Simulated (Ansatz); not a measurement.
**BN: further runs on the relaxed cell**

An exercise on one series of results from a longer session: the logs are not shown, and one member is left open.

Program: Ansatz 0.2.0. Level of theory: DFT PBEsol+D3(BJ), scalar-relativistic, plane waves, PAW. These are calculated values, not measurements.

### The structure to begin with

The structure is monoclinic, space group Cm (No. 8). Conventional cell: a = 4.330 Å, b = 2.500 Å, c = 3.507 Å, α = 90.00°, β = 114.68°, γ = 90.00°. B (site symmetry m) has 3 N at 1.44 Å as nearest neighbours. N (site symmetry m) is surrounded by 3 B at 1.44 Å.

Cell or atoms stand a little off a more symmetric structure (R3m at a tolerance of 0.3 Å), so results at this geometry aren't those of that ideal crystal.

Coordinates:

```
B N
1.0
     2.48878    0.00235   -0.23622
    -1.23506    2.16074    0.23591
    -0.92894   -0.90688    3.24429
B N
1 1
Direct
  0.99120 0.99150 0.99408
  0.65695 0.32439 0.99273
```

It goes back to an entry of the Materials Project, which need not be the stable form.

It is the result of an earlier relaxation at this level (volume 8.62 Å³/atom; gap on the mesh: 4.00 eV).

Set-up of the first run:

File input.yaml:

```yaml
crystal:
  lattice:
    - [2.4636358131, 0.0023257586, -0.23383593]
    - [-1.2225834582, 2.1389100527, 0.2335304708]
    - [-0.919556013, -0.8977214672, 3.2115152919]
  atoms:
    - { symbol: B, position: [0.9911986868, 0.9914956842, -0.0059240054] }
    - { symbol: "N", position: [0.6569503132, 0.3243883158, 0.9927290054] }
basis:
  ecutwfc: 420
kpoints:
  mp_grid: { grid: [12, 12, 12] }
hamiltonian:
  xc: pbesol
  dispersion: d3bj
scf:
  occupations: { method: gaussian, width: 0.02 }
output:
  forces: true
  stress: true
  eigenvalues: true
relax:
  adjacent_minimum: "off"
  f_tol: 0.01
  max_steps: 30
  cell: { stress_tol: 0.1, fix: [volume] }
```

Run with:

```bash
ansatz run input.yaml --threads 1 --pin off --max-ram 2560MiB --backend cpu --events-out ev --progress --plain --runs-dir out
```

Steps of the session up to this table: The cell scaled to 0.97 of its volume; Point at V/V0 = 1.03; The cell scaled to 0.94 of its volume; The cell scaled to 1.06 of its volume; The cell scaled to 0.91 of its volume; Point at V/V0 = 1.10; Point at V/V0 = 0.88.

One of the session's tables, all rows but one given; the rest of the session is left out.

It belongs to the step «Energy against volume». 

```
volume (Å³/atom)  energy above the lowest point (meV/atom)  pressure (GPa)  gap on the mesh (eV)
           7.590                                      20.1            7.74                  3.66
           7.848                                      10.1            4.90                  3.76
           8.107                                         ?               ?                     ?
           8.366                                       0.9            1.16                  3.94
           8.625                                       0.0            0.00                  4.00
           8.883                                       0.7           -0.80                  4.12
           9.142                                       2.4           -1.33                  4.17
           9.487                                       5.8           -1.73                  4.24
```

Q: Estimate the row for volume (Å³/atom) = 8.107 from the others.

Worked estimate for «energy above the lowest point (meV/atom)». A straight line through the neighbours (7.848, 10.1) and (8.366, 0.9) gives 10.1 + (0.9 − 10.1) × (8.107 − 7.848) / (8.366 − 7.848) = 5.5; a parabola fitted to 4 rows on both sides gives 4.0.

The run gave: energy above the lowest point (meV/atom): 4.0; pressure (GPa): 2.76; gap on the mesh (eV): 3.85. In «energy above the lowest point (meV/atom)» the line misses by +1.5 and the parabola by 0.0.

Limits of these values: Warnings in the runs' records: near symmetry operations not taken, structure snapped to symmetry.
